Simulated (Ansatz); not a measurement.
**Phonon dispersion of NaH**

Level of theory: Ansatz, DFT PBE, scalar-relativistic, plane waves, PAW. Plane waves to 420 eV; Γ-centred k mesh 8×8×8; fixed occupations. No spin polarisation. Phonons by linear response, acoustic sum rule imposed.

The cell, relaxed at this level:
```
Na H
1.0
     0.00000    2.41584    2.41584
     2.41584    0.00000    2.41584
     2.41584    2.41584    0.00000
Na H
1 1
Cartesian
  0.0000 0.0000 0.0000
  2.4158 2.4158 2.4158
```

The cell has the rock salt type, in a space group that the Crystallography Open Database lists for this formula; it was reached from a generator's guess.

Force constants from linear response on a 4×4×4 q mesh.

Path: Γ–X–U | K–Γ–L–W–X. Only the points of the 4×4×4 mesh were computed; the rest is interpolation, which is rough on so few points. On the mesh no mode is imaginary. Distance along the path (Å⁻¹), then the branches (cm⁻¹, negative for imaginary; the LO field is included):
```
0.000  0 0 0 494 494 890
0.163  34 34 48 501 501 887
0.325  64 64 92 522 522 880
0.488  89 89 130 555 555 872
0.650  106 106 159 593 593 865
0.813  120 120 179 626 626 858
0.975  129 129 191 650 650 850
1.138  135 135 197 663 663 843
1.300  137 137 199 668 668 840
1.358  137 138 199 667 669 840
1.415  137 140 198 665 674 838
1.473  137 144 197 662 681 834
1.530  136 149 196 658 691 829
1.588  136 154 194 653 703 822
1.645  136 160 192 647 717 815
1.703  135 166 189 640 731 806
1.760  134 172 186 632 746 796
1.760  134 172 186 632 746 796
1.933  130 175 187 606 758 790
2.105  124 161 194 578 713 826
2.277  114 144 190 554 662 852
2.450  99 123 174 535 610 869
2.622  81 99 144 519 563 880
2.795  58 70 104 506 526 886
2.967  31 36 54 497 502 889
3.139  0 0 0 494 494 890
3.139  0 0 0 494 494 890
3.280  27 27 45 497 497 890
3.421  51 51 89 506 506 889
3.562  72 72 130 519 519 888
3.703  89 89 166 533 533 887
3.843  102 102 195 546 546 885
3.984  112 112 218 557 557 883
4.125  118 118 232 564 564 882
4.266  119 119 237 567 567 881
4.381  120 122 234 569 577 878
4.495  122 129 228 576 605 870
4.611  125 139 219 587 642 855
4.725  129 150 209 603 681 837
4.840  135 160 198 623 714 815
4.955  141 168 188 645 739 791
5.070  147 173 179 666 754 769
5.185  150 175 175 675 759 759
5.266  150 169 180 675 741 776
5.348  148 163 185 674 724 791
5.429  146 157 189 673 708 806
5.510  144 151 193 671 694 818
5.592  142 145 195 670 683 828
5.673  139 141 197 669 674 835
5.754  138 138 198 668 669 839
5.835  137 137 199 668 668 840
```
